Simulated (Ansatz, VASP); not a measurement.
# Two plane-wave programs on Co

```
CELL_PARAMETERS angstrom
2.45375 0.00000 0.00000
-1.22687 2.12501 0.00000
0.00000 0.00000 4.00837
ATOMIC_POSITIONS crystal
Co 0.33333 0.66667 0.74014
Co 0.66667 0.33333 0.25986
```

Change from the starting cell: volume scaled by 0.96.

Alike in both runs: task single point; functional PBE; k mesh 12 × 12 × 7; occupations fermi-dirac, width 0.05 eV; collinear spin, ferromagnetic start.

|  | VASP | Ansatz |
| --- | --- | --- |
| version | VASP 6.6.1 | Ansatz 0.2.0 |
| potentials or method | VASP PAW PBE potentials, release 64 (Co) | Ansatz PAW |
| plane-wave cutoff (eV) | 520 | 420 |
| valence electrons in the cell | 18 | 34 |

```tsv
	VASP	Ansatz	Ansatz less VASP
gap on the k mesh at the Fermi level (eV)	none	none	-
pressure (GPa)	9.2	10.2	+1.00
largest component of the traceless stress (GPa)	2.07	2.12	+0.043
rms of the force components (eV/Å)	0.363	0.369	+0.0067
net moment per atom (μB)	1.59	1.59	+0.008
size of the moment on the site where the two differ most (μB)	1.60	1.67	+0.068
```

Site moments also hang on the region over which each program counts them. Atom by atom the forces differ by 0.007 eV/Å (rms over components). A gap of «none» marks a metal or a gap that the smearing closes. The two sets of potentials don't hold the same shells in valence.
